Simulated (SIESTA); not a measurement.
TaN:

```
Ta N
1.0
     2.93800    0.00000    0.00000
    -1.46900    2.54438    0.00000
     0.00000    0.00000    2.88300
Ta N
1 1
Direct
  0.00000 0.00000 0.50000
  0.66667 0.33333 0.00000
```

- Program: SIESTA 5.4.2
- Task: relaxation of cell and atoms
- Functional: VV10
- Potentials or basis: PseudoDojo 0.4 standard (PBE files)
- Basis: DZP (energy shift 0.003 Ry; two zetas on semicore shells)
- Grid cutoff: 800 Ry
- Energy shift: 0.003 Ry
- k mesh: 6 × 6 × 5
- Occupations: fermi-dirac, width 0.05 eV
- Spin: no spin polarisation

At the start: pressure 15.7 GPa; volume 10.78 Å³/atom.

Task: How do energy, volume and symmetry change on relaxing?

Result: Over 4 steps the energy falls by 22.2 meV/atom and the volume is 11.24 Å³/atom (+4.3 %); space group P-6m2 (No. 187, to 0.05 Å).

The path:
```csv
step,energy change (eV),largest force (eV/Å),pressure (GPa),volume (Å³)
1,0.0000,0.0000,15.67,21.55
2,-0.0350,0.0000,6.79,22.04
3,-0.0443,0.0000,0.59,22.44
4,-0.0444,0.0000,0.01,22.48
```

Final structure:
```
Ta N
1.0
     2.97488    0.00000    0.00000
    -1.48744    2.57632    0.00000
     0.00000    0.00000    2.93359
Ta N
1 1
Direct
  0.00000 0.00000 0.50000
  0.66667 0.33333 0.00000
```

Caveat: the k mesh is coarse (spacing up to 0.44 Å⁻¹), so the values aren't converged; short orbitals over semicore shells can move pressures by several GPa; the non-local part is tabulated coarsely and may be off by about a percent; the potentials were made for another functional, which shifts forces and pressure; the basis of atomic orbitals isn't converged, which shifts pressures, moduli and gaps.
